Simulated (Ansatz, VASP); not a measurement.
KCl in VASP and in Ansatz

The input INCAR:

```
SYSTEM = KCl
  ALGO = Normal
  EDIFF = 1E-7
  ENCUT = 520
  GGA = PE
  ISIF = 2
  ISMEAR = 0
  LASPH = .TRUE.
  LCHARG = .TRUE.
  LELF = .TRUE.
  LREAL = .FALSE.
  LVHAR = .TRUE.
  LWAVE = .FALSE.
  NBANDS = 15
  NELM = 80
  PREC = Accurate
  SIGMA = 0.05
```

KPOINTS

```
k-points
0
G
  6 6 6
  0 0 0
```

File POSCAR:

```
KCl
1.0
    0.0000000000      3.0850877500      3.1561000000
    3.2271122500      0.0000000000      3.1561000000
    3.2271122500      3.0850877500      0.0000000000
K Cl
1 1
Direct
    0.0000000000      0.0000000000      0.0000000000
    0.5000000000      0.5000000000      0.5000000000
```

Input for Ansatz:

```yaml
crystal:
  lattice:
    - [0.0, 3.08508775, 3.1561]
    - [3.22711225, 0.0, 3.1561]
    - [3.22711225, 3.08508775, 0.0]
  atoms:
    - { symbol: K, position: [0.0, 0.0, 0.0] }
    - { symbol: Cl, position: [0.5, 0.5, 0.5] }
basis:
  ecutwfc: 420
kpoints:
  mp_grid: { grid: [6, 6, 6] }
hamiltonian:
  xc: pbe
scf:
  occupations: { method: gaussian, width: 0.05 }
output:
  forces: true
  stress: true
  eigenvalues: true
```

Change from the starting cell: strain +0.0225 x Voigt [1, -1, 0, 0, 0, 0], atoms carried along.

Alike in both runs: task single point; functional PBE; k mesh 6 × 6 × 6; occupations gaussian, width 0.05 eV; no spin polarisation.

|  | VASP | Ansatz |
| --- | --- | --- |
| version | VASP 6.6.1 | Ansatz 0.2.0 |
| potentials or method | VASP PAW PBE potentials, release 64 (K_sv, Cl) | scalar-relativistic, plane waves, PAW |
| plane-wave cutoff (eV) | 520 | 420 |
| valence electrons in the cell | 16 | 16 |

```tsv
	VASP	Ansatz	Ansatz less VASP
gap on the k mesh at the Fermi level (eV)	5.14	5.14	+0.002
least direct gap on the mesh (eV)	5.14	5.14	+0.002
pressure (GPa)	0.7	0.7	-0.02
largest component of the traceless stress (GPa)	0.87	0.85	-0.016
```
